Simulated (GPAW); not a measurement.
**Nb: relaxation of cell and atoms with PBEsol**

Crystal: Nb.

```
CELL_PARAMETERS angstrom
0.00000 2.11500 2.11500
2.11500 0.00000 2.11500
2.11500 2.11500 0.00000
ATOMIC_POSITIONS crystal
Nb 0.00000 0.00000 0.00000
```

This isn't the form of Nb at room conditions, which is bcc.

| Quantity | Value |
| --- | --- |
| Program | GPAW 26.7.0 |
| Task | relaxation of cell and atoms |
| Functional | PBEsol |
| Potentials or basis | PAW data sets generated in the run's folder for this functional |
| Cutoff | 600 eV |
| Basis | pw |
| k mesh | 11 × 11 × 11 |
| Occupations | fermi-dirac, width 0.05 eV |
| Spin | no spin polarisation |
| Target pressure | 10 GPa |
| Maxiter | 150 |
| Optimizer | BFGS |
| Fmax | 0.02 eV/Å |
| Max steps | 60 |
| Target pressure | 10 GPa |
| Convergence | density=1e-05 forces=0.0001 |

| Property | Result |
| --- | --- |
| Relaxed volume | 17.08 Å³/atom |
| Relaxed cell | a = 2.891 Å, b = 2.891 Å, c = 2.891 Å, α = 60.00°, β = 60.00°, γ = 60.00° |
| Space group after relaxing (to 0.05 Å) | Fm-3m (No. 225) |
| Energy change on relaxing (the enthalpy is what falls) | +4.7 meV/atom |
| Ionic steps | 3 |
| Pressure after relaxing | 10.2 GPa |
| Band gap on the k mesh | none (metal or under the smearing width) |

The path:
| step | energy change (eV) | largest force (eV/Å) | pressure (GPa) | volume (Å³) |
| --- | --- | --- | --- | --- |
| 1 | 0.0000 | 0.0000 | -7.99 | 18.92 |
| 2 | -0.0061 | 0.0000 | 7.86 | 17.27 |
| 3 | 0.0047 | 0.0000 | 10.16 | 17.08 |

Final structure:
```
Nb
1.0
     0.00000    2.04419    2.04419
     2.04419    0.00000    2.04419
     2.04419    2.04419    0.00000
Nb
1
Direct
  0.00000 0.00000 0.00000
```

Levels at points of the mesh, in eV from the Fermi level:
```
           k point  band 2  band 3  band 4  band 5  band 6  band 7  band 8  band 9  band 10  band 11
(0.00, 0.00, 0.00)  -29.87  -29.87  -29.87   -6.41    0.02    0.02    0.02    2.97     2.97    12.09
```

It took 63 s on 1 thread of Intel(R) Xeon(R) Platinum 8259CL CPU @ 2.50GHz (Skylake/Cascade Lake), with other jobs on the host, peak memory 0.15 GiB.

Caveat: later steps reuse the first step's grids.
